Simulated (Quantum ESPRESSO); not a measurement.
# N (Pa-3) in Quantum ESPRESSO: further runs

Runs on N. Level: LDA. Tasks: single point, equation of state.

All numbers are computed with Quantum ESPRESSO 7.5; they aren't measurements. Logs are shortened: lines on timing, memory, paths and dates and some standing lists are left out, and cuts for length are marked.

## Step 1: The structure

The structure is cubic, space group Pa-3 (No. 205). Conventional cell: a = 5.561 Å, b = 5.561 Å, c = 5.561 Å, α = 90.00°, β = 90.00°, γ = 90.00°. N (site symmetry 3) is surrounded by 1 N at 1.11 Å.

## Step 2: Single point, LDA, 20.20 Å³/atom

Input file pw.in:

```
&CONTROL
  calculation = 'scf'
  prefix = 'pwscf'
  outdir = './tmp'
  pseudo_dir = './pseudo'
  tstress = .true.
  disk_io = 'nowf'
/
&SYSTEM
  ibrav = 0
  nat = 8
  ntyp = 1
  ecutwfc = 45
  ecutrho = 360
  nbnd = 28
  occupations = 'smearing'
  smearing = 'fd'
  degauss = 0.00367493
/
&ELECTRONS
  conv_thr = 1.6d-09
  electron_maxstep = 120
  mixing_beta = 0.5
/
ATOMIC_SPECIES
N     14.0070 n_lda_v1.2.uspp.F.UPF
CELL_PARAMETERS angstrom
   5.4470058570    0.0000000000    0.0000000000
   0.0000000000    5.4470058570    0.0000000000
   0.0000000000    0.0000000000    5.4470058570
ATOMIC_POSITIONS crystal
N      0.0573973300    0.4426026700    0.5573973300
N      0.4426026700    0.5573973300    0.0573973300
N      0.5573973300    0.0573973300    0.4426026700
N      0.9426026700    0.9426026700    0.9426026700
N      0.9426026700    0.5573973300    0.4426026700
N      0.5573973300    0.4426026700    0.9426026700
N      0.4426026700    0.9426026700    0.5573973300
N      0.0573973300    0.0573973300    0.0573973300
K_POINTS automatic
5 5 5 0 0 0
```

Potentials or basis: GBRV 1.5 LDA.

Launch:

```bash
$ OMP_NUM_THREADS=1 mpirun -n 2 pw.x -nk 2 -in pw.in > pw.out
```

pw.out:

```text
This program is part of the open-source Quantum ESPRESSO suite
     for quantum simulation of materials; please cite
         "P. Giannozzi et al., J. Phys.:Condens. Matter 21 395502 (2009);
         "P. Giannozzi et al., J. Phys.:Condens. Matter 29 465901 (2017);
         "P. Giannozzi et al., J. Chem. Phys. 152 154105 (2020);
     in publications or presentations arising from this work. More details at

     Message from routine setup:
     using ibrav=0 with symmetry is DISCOURAGED, use correct ibrav instead

     K-points division:     npool     =       2
     Subspace diagonalization in iterative solution of the eigenvalue problem:
     a serial algorithm will be used

     G-vector sticks info
     --------------------
     sticks:   dense  smooth     PW     G-vecs:    dense   smooth      PW
     Sum        3041    1513    429               125999    44395    6667

     Using Slab Decomposition

     bravais-lattice index     =            0
     lattice parameter (alat)  =      10.2933  a.u.
     unit-cell volume          =    1090.6116 (a.u.)^3
     number of atoms/cell      =            8
     number of atomic types    =            1
     number of electrons       =        40.00
     number of Kohn-Sham states=           28
     kinetic-energy cutoff     =      45.0000  Ry
     charge density cutoff     =     360.0000  Ry
     scf convergence threshold =      1.6E-09
     mixing beta               =       0.5000
     number of iterations used =            8  plain     mixing
     Exchange-correlation= SLA  PZ   NOGX NOGC
                           (   1   1   0   0   0   0   0)

     celldm(1)=  10.293349  celldm(2)=   0.000000  celldm(3)=   0.000000
     celldm(4)=   0.000000  celldm(5)=   0.000000  celldm(6)=   0.000000

     crystal axes: (cart. coord. in units of alat)
               a(1) = (   1.000000   0.000000   0.000000 )
               a(2) = (   0.000000   1.000000   0.000000 )
               a(3) = (   0.000000   0.000000   1.000000 )

     reciprocal axes: (cart. coord. in units 2 pi/alat)
               b(1) = (  1.000000  0.000000  0.000000 )
               b(2) = (  0.000000  1.000000  0.000000 )
               b(3) = (  0.000000  0.000000  1.000000 )

     PseudoPot. # 1 for N  read from file:
     n_lda_v1.2.uspp.F.UPF
     Pseudo is Ultrasoft + core correction, Zval =  5.0
     Generated by new atomic code, or converted to UPF format
     Using radial grid of  729 points,  4 beta functions with:
                l(1) =   0
                l(2) =   0
                l(3) =   1
                l(4) =   1
     Q(r) pseudized with  8 coefficients,  rinner =    0.900   0.900   0.900

     atomic species   valence    mass     pseudopotential
     N                 5.00    14.00700     N ( 1.00)

     24 Sym. Ops., with inversion, found (18 have fractional translation)

   Cartesian axes

     site n.     atom                  positions (alat units)
         1        N      tau(   1) = (   0.0573973   0.4426027   0.5573973  )
         2        N      tau(   2) = (   0.4426027   0.5573973   0.0573973  )
         3        N      tau(   3) = (   0.5573973   0.0573973   0.4426027  )
         4        N      tau(   4) = (   0.9426027   0.9426027   0.9426027  )
         5        N      tau(   5) = (   0.9426027   0.5573973   0.4426027  )
         6        N      tau(   6) = (   0.5573973   0.4426027   0.9426027  )
         7        N      tau(   7) = (   0.4426027   0.9426027   0.5573973  )
         8        N      tau(   8) = (   0.0573973   0.0573973   0.0573973  )

     number of k points=    11  Fermi-Dirac smearing, width (Ry)=  0.0037
                       cart. coord. in units 2pi/alat
        k(    1) = (   0.0000000   0.0000000   0.0000000), wk =   0.0160000
        k(    2) = (   0.0000000   0.0000000   0.2000000), wk =   0.0960000
        k(    3) = (   0.0000000   0.0000000   0.4000000), wk =   0.0960000
        k(    4) = (   0.0000000   0.2000000   0.2000000), wk =   0.1920000
        k(    5) = (   0.0000000   0.2000000   0.4000000), wk =   0.1920000
        k(    6) = (   0.0000000   0.4000000   0.4000000), wk =   0.1920000
        k(    7) = (   0.2000000   0.2000000   0.2000000), wk =   0.1280000
        k(    8) = (   0.2000000   0.2000000   0.4000000), wk =   0.3840000
        k(    9) = (   0.2000000   0.4000000   0.4000000), wk =   0.3840000
        k(   10) = (   0.4000000   0.4000000   0.4000000), wk =   0.1280000
        k(   11) = (   0.0000000   0.4000000   0.2000000), wk =   0.1920000

     Dense  grid:   125999 G-vectors     FFT dimensions: (  64,  64,  64)

     Smooth grid:    44395 G-vectors     FFT dimensions: (  48,  48,  48)

     Initial potential from superposition of free atoms

     starting charge      39.9999, renormalised to      40.0000
     Starting wfcs are   32 randomized atomic wfcs

     Self-consistent Calculation

     iteration #  1     ecut=    45.00 Ry     beta= 0.50
     Davidson diagonalization with overlap
     ethr =  1.00E-02,  avg # of iterations =  2.0

     total energy              =    -160.98998567 Ry
     estimated scf accuracy    <       0.63440822 Ry

     iteration #  2     ecut=    45.00 Ry     beta= 0.50
     Davidson diagonalization with overlap
     ethr =  1.59E-03,  avg # of iterations =  2.0

     total energy              =    -161.02979967 Ry
     estimated scf accuracy    <       0.05226576 Ry

     iteration #  3     ecut=    45.00 Ry     beta= 0.50
     Davidson diagonalization with overlap
     ethr =  1.31E-04,  avg # of iterations =  2.0

     total energy              =    -161.03329758 Ry
     estimated scf accuracy    <       0.00436111 Ry

     iteration #  4     ecut=    45.00 Ry     beta= 0.50
     Davidson diagonalization with overlap
     ethr =  1.09E-05,  avg # of iterations =  2.0

     total energy              =    -161.03366869 Ry
     estimated scf accuracy    <       0.00009026 Ry

     iteration #  5     ecut=    45.00 Ry     beta= 0.50
     Davidson diagonalization with overlap
     ethr =  2.26E-07,  avg # of iterations =  2.0

     total energy              =    -161.03369140 Ry
     estimated scf accuracy    <       0.00000141 Ry

     iteration #  6     ecut=    45.00 Ry     beta= 0.50
     Davidson diagonalization with overlap
     ethr =  3.52E-09,  avg # of iterations =  2.7

     total energy              =    -161.03369142 Ry
     estimated scf accuracy    <       0.00000067 Ry

     iteration #  7     ecut=    45.00 Ry     beta= 0.50
     Davidson diagonalization with overlap
     ethr =  1.67E-09,  avg # of iterations =  2.0

     total energy              =    -161.03369155 Ry
     estimated scf accuracy    <       0.00000001 Ry

     iteration #  8     ecut=    45.00 Ry     beta= 0.50
     Davidson diagonalization with overlap
     ethr =  2.62E-11,  avg # of iterations =  2.0

     total energy              =    -161.03369155 Ry
     estimated scf accuracy    <          4.1E-09 Ry

     iteration #  9     ecut=    45.00 Ry     beta= 0.50
     Davidson diagonalization with overlap
     ethr =  1.03E-11,  avg # of iterations =  2.0

     End of self-consistent calculation

          k = 0.0000 0.0000 0.0000 (  5497 PWs)   bands (ev):

   -23.7695 -23.6907 -23.6907 -23.6907  -8.5719  -8.5719  -8.5719  -8.2772
    -7.2786  -7.2786  -7.2786  -7.0818  -7.0818  -6.8488  -6.8488  -6.8488
    -6.4384  -5.2709  -5.2709  -5.2709   1.9710   1.9710   1.9710   3.0524
     3.0524   3.0524   3.4290   3.4290

          k = 0.0000 0.0000 0.2000 (  5550 PWs)   bands (ev):

   -23.7620 -23.6982 -23.6906 -23.6906  -8.5585  -8.5538  -8.5402  -8.3010
    -7.3163  -7.2837  -7.2756  -7.1163  -7.0678  -7.0181  -6.8834  -6.8774
    -6.1719  -5.3248  -5.2580  -5.2571   2.0627   2.0729   2.1234   3.0070
     3.0217   3.0913   3.3203   3.3960

          k = 0.0000 0.0000 0.4000 (  5550 PWs)   bands (ev):

   -23.7422 -23.7179 -23.6905 -23.6905  -8.5312  -8.5260  -8.4602  -8.3683
    -7.3788  -7.3604  -7.2517  -7.1908  -7.0569  -7.0210  -6.9695  -6.9472
    -5.7943  -5.4975  -5.2366  -5.2358   2.2510   2.2670   2.5185   2.9095
     2.9303   2.9857   3.1901   3.3066

          k = 0.0000 0.2000 0.2000 (  5555 PWs)   bands (ev):

   -23.7551 -23.6974 -23.6974 -23.6912  -8.5543  -8.5367  -8.5225  -8.3280
    -7.3738  -7.3107  -7.2190  -7.1133  -7.1061  -7.0733  -6.9036  -6.8643
    -6.0303  -5.3130  -5.3114  -5.2567   2.1439   2.2155   2.2201   2.9811
     3.0351   3.0608   3.2773   3.3182

          k = 0.0000 0.2000 0.4000 (  5538 PWs)   bands (ev):

   -23.7372 -23.7152 -23.6953 -23.6930  -8.5349  -8.5144  -8.4770  -8.3972
    -7.4139  -7.3355  -7.2671  -7.1842  -7.0404  -7.0210  -6.9556  -6.9300
    -5.7410  -5.4764  -5.2861  -5.2637   2.3286   2.3856   2.5809   2.9049
     2.9625   2.9972   3.1222   3.2186

          k = 0.0000 0.4000 0.4000 (  5552 PWs)   bands (ev):

   -23.7242 -23.7082 -23.7082 -23.6997  -8.5252  -8.5057  -8.4974  -8.4557
    -7.4060  -7.3332  -7.2917  -7.2214  -6.9994  -6.9948  -6.9459  -6.9127
    -5.5953  -5.4185  -5.4178  -5.3370   2.5368   2.6614   2.6733   2.9028
     2.9282   2.9818   3.0101   3.0440

          k = 0.2000 0.2000 0.2000 (  5557 PWs)   bands (ev):

   -23.7490 -23.6973 -23.6973 -23.6973  -8.5470  -8.5470  -8.5080  -8.3580
    -7.4183  -7.2467  -7.2467  -7.1733  -7.0768  -7.0768  -6.8777  -6.8777
    -5.9378  -5.3226  -5.3226  -5.2928   2.2291   2.3222   2.3222   2.9635
     3.0310   3.0310   3.2487   3.2487

          k = 0.2000 0.2000 0.4000 (  5570 PWs)   bands (ev):

   -23.7329 -23.7132 -23.6972 -23.6972  -8.5431  -8.5327  -8.4890  -8.4282
    -7.4208  -7.3413  -7.2030  -7.1737  -7.0614  -7.0206  -6.9160  -6.9083
    -5.7106  -5.4735  -5.3207  -5.3076   2.4092   2.4795   2.6367   2.8907
     2.9479   2.9899   3.1001   3.1733

          k = 0.2000 0.4000 0.4000 (  5572 PWs)   bands (ev):

   -23.7217 -23.7081 -23.7081 -23.7020  -8.5505  -8.5402  -8.5224  -8.4921
    -7.3722  -7.2870  -7.2671  -7.2059  -6.9863  -6.9608  -6.9116  -6.8939
    -5.6042  -5.4524  -5.4409  -5.3832   2.5826   2.6965   2.7309   2.8705
     2.9167   2.9532   3.0368   3.0487

          k = 0.4000 0.4000 0.4000 (  5595 PWs)   bands (ev):

   -23.7155 -23.7079 -23.7079 -23.7079  -8.5810  -8.5810  -8.5697  -8.5556
    -7.2950  -7.2311  -7.2267  -7.2267  -6.9100  -6.9100  -6.8673  -6.8673
    -5.5866  -5.4986  -5.4986  -5.4864   2.6773   2.7783   2.7783   2.7911
     2.9522   2.9522   3.0361   3.0361

          k = 0.0000 0.4000 0.2000 (  5538 PWs)   bands (ev):

   -23.7372 -23.7152 -23.6953 -23.6930  -8.5303  -8.5273  -8.4688  -8.3957
    -7.4206  -7.3853  -7.1604  -7.1426  -7.1240  -7.0590  -6.9487  -6.9085
    -5.7410  -5.4770  -5.2844  -5.2646   2.3379   2.3840   2.5761   2.9139
     2.9196   2.9970   3.1395   3.2345

     the Fermi energy is    -3.1206 ev

!    total energy              =    -161.03369155 Ry
     estimated scf accuracy    <          1.4E-10 Ry
     smearing contrib. (-TS)   =       0.00000000 Ry
     internal energy E=F+TS    =    -161.03369155 Ry

     The total energy is F=E-TS. E is the sum of the following terms:
     one-electron contribution =    -111.65895764 Ry
     hartree contribution      =      66.11377438 Ry
     xc contribution           =     -41.07565815 Ry
     ewald contribution        =     -74.41285015 Ry

     convergence has been achieved in   9 iterations

     Computing stress (Cartesian axis) and pressure

          total   stress  (Ry/bohr**3)                   (kbar)     P=       35.74
   0.00024296   0.00000000   0.00000000           35.74        0.00        0.00
   0.00000000   0.00024296   0.00000000            0.00       35.74        0.00
   0.00000000   0.00000000   0.00024296            0.00        0.00       35.74

=------------------------------------------------------------------------------=
   JOB DONE.
=------------------------------------------------------------------------------=
```

Run time: 11 s. Hardware: 2 MPI ranks of Intel Xeon 6975P-C (Granite Rapids), shared host; peak memory 0.32 GiB.

Results:

- Free energy: -2190.9750 eV
- Pressure: 3.6 GPa
- Band gap on the k mesh: 7.21 eV, indirect (least direct gap 7.24 eV)

Caveat: an odd mesh through Γ misses points on the zone boundary, where band edges often lie.

## Step 3: Single point, LDA, 20.63 Å³/atom

Changes to pw.in since step 2:

```diff
@@ -27,5 +27,5 @@
 CELL_PARAMETERS angstrom
-   5.4470058570    0.0000000000    0.0000000000
-   0.0000000000    5.4470058570    0.0000000000
-   0.0000000000    0.0000000000    5.4470058570
+   5.4853663170    0.0000000000    0.0000000000
+   0.0000000000    5.4853663170    0.0000000000
+   0.0000000000    0.0000000000    5.4853663170
 ATOMIC_POSITIONS crystal
```

Potentials or basis: GBRV 1.5 LDA.

Launch:

```bash
$ OMP_NUM_THREADS=1 mpirun -n 2 pw.x -nk 2 -in pw.in > pw.out
```

Wall time 11 s (2 MPI ranks of Intel Xeon 6975P-C (Granite Rapids), shared host); peak memory 0.32 GiB.

It converged, with:

```
Free energy            : -2191.0332 eV
Pressure               : 1.7 GPa
Band gap on the k mesh : 7.16 eV, indirect (least direct gap 7.19 eV)
```

Caveat: an odd mesh through Γ misses points on the zone boundary, where band edges often lie.

## Step 4: Single point, LDA, 21.06 Å³/atom

Changes to pw.in since step 3:

```diff
@@ -27,5 +27,5 @@
 CELL_PARAMETERS angstrom
-   5.4853663170    0.0000000000    0.0000000000
-   0.0000000000    5.4853663170    0.0000000000
-   0.0000000000    0.0000000000    5.4853663170
+   5.5231976251    0.0000000000    0.0000000000
+   0.0000000000    5.5231976251    0.0000000000
+   0.0000000000    0.0000000000    5.5231976251
 ATOMIC_POSITIONS crystal
```

Launch:

```bash
$ OMP_NUM_THREADS=1 mpirun -n 2 pw.x -nk 2 -in pw.in > pw.out
```

Wall time 12 s (2 MPI ranks of Intel Xeon 6975P-C (Granite Rapids), shared host); peak memory 0.34 GiB.

The run converged. Its results:

| Item | Value |
| --- | --- |
| Free energy | -2191.0530 eV |
| Pressure | 0.0 GPa |
| Band gap on the k mesh | 7.11 eV, indirect (least direct gap 7.15 eV) |

Caveat: an odd mesh through Γ misses points on the zone boundary, where band edges often lie.

## Step 5: Single point, LDA, 21.49 Å³/atom

Changes to pw.in since step 4:

```diff
@@ -27,5 +27,5 @@
 CELL_PARAMETERS angstrom
-   5.5231976251    0.0000000000    0.0000000000
-   0.0000000000    5.5231976251    0.0000000000
-   0.0000000000    0.0000000000    5.5231976251
+   5.5605176600    0.0000000000    0.0000000000
+   0.0000000000    5.5605176600    0.0000000000
+   0.0000000000    0.0000000000    5.5605176600
 ATOMIC_POSITIONS crystal
```

Launch:

```bash
$ OMP_NUM_THREADS=1 mpirun -n 2 pw.x -nk 2 -in pw.in > pw.out
```

Run time: 11 s. Hardware: 2 MPI ranks of Intel Xeon 6975P-C (Granite Rapids), shared host; peak memory 0.34 GiB.

Results (log left out):

- Free energy: -2191.0381 eV
- Pressure: -1.5 GPa
- Band gap on the k mesh: 7.07 eV, indirect (least direct gap 7.10 eV)

Caveat: an odd mesh through Γ misses points on the zone boundary, where band edges often lie.

## Step 6: Single point, LDA, 21.92 Å³/atom

Changes to pw.in since step 5:

```diff
@@ -27,5 +27,5 @@
 CELL_PARAMETERS angstrom
-   5.5605176600    0.0000000000    0.0000000000
-   0.0000000000    5.5605176600    0.0000000000
-   0.0000000000    0.0000000000    5.5605176600
+   5.5973433535    0.0000000000    0.0000000000
+   0.0000000000    5.5973433535    0.0000000000
+   0.0000000000    0.0000000000    5.5973433535
 ATOMIC_POSITIONS crystal
```

Potentials or basis: GBRV 1.5 LDA.

Launch:

```bash
$ OMP_NUM_THREADS=1 mpirun -n 2 pw.x -nk 2 -in pw.in > pw.out
```

Wall time 9.8 s (2 MPI ranks of Intel Xeon 6975P-C (Granite Rapids), shared host); peak memory 0.34 GiB.

It converged, with:

| Item | Value |
| --- | --- |
| Free energy | -2190.9916 eV |
| Pressure | -2.9 GPa |
| Band gap on the k mesh | 7.02 eV, indirect (least direct gap 7.05 eV) |

Caveat: an odd mesh through Γ misses points on the zone boundary, where band edges often lie.

## Step 7: Single point, LDA, 22.35 Å³/atom

Changes to pw.in since step 6:

```diff
@@ -27,5 +27,5 @@
 CELL_PARAMETERS angstrom
-   5.5973433535    0.0000000000    0.0000000000
-   0.0000000000    5.5973433535    0.0000000000
-   0.0000000000    0.0000000000    5.5973433535
+   5.6336907573    0.0000000000    0.0000000000
+   0.0000000000    5.6336907573    0.0000000000
+   0.0000000000    0.0000000000    5.6336907573
 ATOMIC_POSITIONS crystal
```

Launch:

```bash
$ OMP_NUM_THREADS=1 mpirun -n 2 pw.x -nk 2 -in pw.in > pw.out
```

It took 11 s on 2 MPI ranks of Intel Xeon 6975P-C (Granite Rapids), shared host; peak memory 0.36 GiB.

Results (log left out):

| Item | Value |
| --- | --- |
| Free energy | -2190.9167 eV |
| Pressure | -4.2 GPa |
| Band gap on the k mesh | 6.97 eV, indirect (least direct gap 7.00 eV) |

Caveat: an odd mesh through Γ misses points on the zone boundary, where band edges often lie.

## Step 8: Single point, LDA, 22.78 Å³/atom

Changes to pw.in since step 7:

```diff
@@ -27,5 +27,5 @@
 CELL_PARAMETERS angstrom
-   5.6336907573    0.0000000000    0.0000000000
-   0.0000000000    5.6336907573    0.0000000000
-   0.0000000000    0.0000000000    5.6336907573
+   5.6695751054    0.0000000000    0.0000000000
+   0.0000000000    5.6695751054    0.0000000000
+   0.0000000000    0.0000000000    5.6695751054
 ATOMIC_POSITIONS crystal
```

Launch:

```bash
$ OMP_NUM_THREADS=1 mpirun -n 2 pw.x -nk 2 -in pw.in > pw.out
```

Run time: 12 s. Hardware: 2 MPI ranks of Intel Xeon 6975P-C (Granite Rapids), shared host; peak memory 0.38 GiB.

The run converged. Its results:

```
Free energy            : -2190.8158 eV
Pressure               : -5.3 GPa
Band gap on the k mesh : 6.93 eV, indirect (least direct gap 6.95 eV)
```

Caveat: an odd mesh through Γ misses points on the zone boundary, where band edges often lie.

## Step 9: Equation of state, LDA

Potentials or basis: GBRV 1.5 LDA.

This step only gathers the single runs of the series.

Results:

```yaml
Equilibrium_volume: 21.08 Å³/atom
Bulk_modulus_at_fixed_shape_and_positions: 79 GPa
Pressure_derivative_of_the_bulk_modulus: 3.9
```

Energy against volume, from the lowest point:
```
volume (Å³/atom)  energy (meV/atom)
          20.201               9.75
          20.631               2.48
          21.061               0.00
          21.491               1.87
          21.921               7.68
          22.351              17.04
          22.780              29.65
```

Caveat: the cell was scaled at fixed shape and fractional positions, which overstates the stiffness of a crystal with free parameters, most of all of layers and chains.

## Step 10: The reference run

An earlier run on the cell as given: functional PBE; potentials or basis SSSP 1.3 efficiency PBE; cutoff 816 eV; density cutoff 6531 eV; k mesh 5 × 5 × 5; occupations fermi-dirac, width 0.05 eV; no spin polarisation.

* Pressure: 0.3 GPa
* Largest force: 0.183 eV/Å
* Band gap on the k mesh: 7.25 eV, indirect (least direct gap 7.27 eV)
